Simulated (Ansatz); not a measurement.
## Si (Fd-3m), a film clamped to a substrate

All numbers below come from Ansatz, DFT PBE, scalar-relativistic, plane waves, PAW. The runs took a 420 eV cutoff, a Γ-centred 8×8×8 mesh and Gaussian smearing (0.05 eV). No spin polarisation. Energies are free energies at this smearing, counted from the undisturbed cell; pressure is positive in compression.

The undisturbed cell (relaxed at this level):

```
Si
1.0
     0.00000    2.73488    2.73488
     2.73488    0.00000    2.73488
     2.73488    2.73488    0.00000
Si
2
Direct
  0.50000 0.50000 0.50000
  0.75000 0.75000 0.75000
```

The cell (2 atoms, V0 = 40.91 Å³) is strained by p along both x and y and by q along z, fractional coordinates fixed. τp = (1/V0) ∂E/∂p = (σxx + σyy)(1 + p)(1 + q) and τq = (1/V0) ∂E/∂q = σzz(1 + p)², with tension positive.

| p | q | ΔE (meV/atom) | τp (GPa) | τq (GPa) |
| --- | --- | --- | --- | --- |
| 0.000 | 0.000 | 0.00 | -0.06 | -0.03 |
| -0.040 | 0.000 | 47.13 | -19.20 | -5.35 |
| 0.040 | 0.000 | 38.99 | 14.64 | 3.85 |
| 0.000 | -0.040 | 16.15 | -5.22 | -6.36 |
| 0.000 | 0.040 | 15.10 | 3.93 | 5.86 |

Q: Get the second derivatives of the energy density.

A: Central differences give A = ∂τp/∂p = 423 GPa (C11 + C22 + 2 C12), C = ∂τq/∂q = 153 GPa (C33) and the cross term B = ∂τq/∂p = 115 GPa (C13 + C23); ∂τp/∂q = 114 GPa must equal B, and any difference shows higher-order terms. Steps this large leave an error of some per cent of A or C in all of these, which can swamp a small B. The ions are clamped. In a cubic crystal C11 = C = 153, C12 = B/2 = 58 GPa and A should be 2(C11 + C12) = 420 GPa; the bulk modulus is (C11 + 2 C12)/3 = 89 GPa.

Q: A film of this crystal grows with z along the normal on a substrate that imposes p. How does its thickness respond, and what does the misfit cost?

A: Count p and q from the stress-free cell. A free surface needs τq = 0, so q = −(B/C) p = -0.75 p. The energy density left is (A − B²/C) p²/2 = M p², with the biaxial modulus M = 168 GPa; a misfit of 1 % costs 2.15 meV/atom, against 2.70 meV/atom if the thickness were held.

The gap closes along the scan, which can put kinks into the curve.

Silicon resists in-plane misfit strongly, and letting the thickness relax recovers only a modest part of the cost: 2.15 against 2.70 meV/atom at 1 % misfit. The reason is the directional sp³ network. Strain along the cube axes changes both bond lengths and tetrahedral angles, and the angular stiffness keeps C12 well below C11. The film therefore responds with q = -0.75 p, far short of conserving its volume. Compression costs more than equal extension along both strain paths, as expected when shortened bonds meet steeply rising repulsion.

Holding the fractional coordinates fixed does no harm here, because symmetry forbids an internal displacement of the two sublattices under these strains. The elastic constants are somewhat softer than the measured ones, probably because PBE slightly overestimates the bond length and so weakens the restoring forces. The biaxial modulus applies to a cube-axis film normal; other orientations also involve the shear constant C44, for which sublattice relaxation does matter.
